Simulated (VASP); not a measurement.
# H: single point with PBE

Crystal: H.

```xyz
4
Lattice="3.7098 0.0000 0.0000 0.0000 3.7098 0.0000 0.2743 0.0000 4.5712" Properties=species:S:1:pos:R:3 pbc="T T T"
H     0.2535    0.0000    4.1964
H     0.0207    0.0000    0.3748
H     1.9713    1.8549    1.9108
H     2.0128    1.8549    2.6604
```

```json
{
 "Program": "VASP 6.6.1",
 "Task": "single point",
 "Functional": "PBE",
 "Potentials or basis": "VASP PAW PBE potentials, release 64 (H)",
 "Cutoff": "520 eV",
 "k mesh": "6 × 6 × 6",
 "Occupations": "gaussian, width 0.02 eV",
 "Spin": "no spin polarisation"
}
```

```yaml
Pressure: -0.2 GPa
Largest_force: 0.012 eV/Å
Band_gap_on_the_k_mesh: 9.10 eV
```

Forces on the atoms (eV/Å):
```
H    0.002  0.000  0.012
H   -0.002  0.000 -0.012
H    0.002  0.000  0.012
H   -0.002  0.000 -0.012
```

Levels at points of the mesh, in eV from the valence-band top:
```
           k point  band 1  band 2  band 3  band 4  band 5
(0.00, 0.00, 0.00)   -1.42    0.00   10.12   12.11   14.82
(0.50, 0.00, 0.00)   -0.55   -0.55   11.09   11.09   12.38
(0.00, 0.50, 0.00)   -0.55   -0.55   11.11   11.11   12.37
(0.50, 0.50, 0.00)   -0.34   -0.34   10.77   10.77   13.25
(0.00, 0.00, 0.50)   -0.73   -0.73   10.05   10.05   16.92
(0.50, 0.00, 0.50)   -0.57   -0.39    9.10    9.46   15.44
(0.00, 0.50, 0.50)   -0.48   -0.48    9.27    9.27   15.47
(0.50, 0.50, 0.50)   -0.29   -0.29   11.23   11.23   12.55
```

Run time: 19 s on 1 thread of Intel(R) Xeon(R) 6975P-C (Granite Rapids), with other jobs on the host, peak memory 0.17 GiB.

A k mesh can miss the band edges. A hybrid or GW would open this gap; PBE tends to underestimate it.
